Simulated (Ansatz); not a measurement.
## Convergence of GaAs

```
Ga As
1.0
     0.00000    2.82685    2.82685
     2.82685    0.00000    2.82685
     2.82685    2.82685    0.00000
Ga As
1 1
Direct
  0.00000 0.00000 0.00000
  0.75000 0.75000 0.75000
```

Atom numbers follow the list: Ga1, As2.

The cell is COD entry 9008845, as deposited and not checked against the literature; nothing was relaxed.

Computed with DFT, PBE, all-electron LAPW, scalar-relativistic (Ansatz 0.2.0).

The runs use a Γ-centred 11×11×11 k mesh, Fermi–Dirac smearing of 0.05 eV, basis error target 0.5 meV/atom, no spin polarisation. One setting is then changed at a time.

| LAPW cutoff (eV) | free energy less the base's (meV/atom) | P (GPa) | gap on the mesh (eV) |
| --- | --- | --- | --- |
| 341 (base) | 0.0 | 3.29 | 0.521 |
| 90 | 541 | ? | 0.523 |
| 180 | ? | 3.55 | 0.521 |
| 220 | 5.8 | 3.36 | 0.521 |
| 500 | -0.2 | 3.29 | 0.521 |

(1) Give the missing entry: row "180", column "free energy less the base's (meV/atom)".

(2) What belongs in the row "90", column "P (GPa)"?

Results:

(1) 21.4.

(2) 10.31.
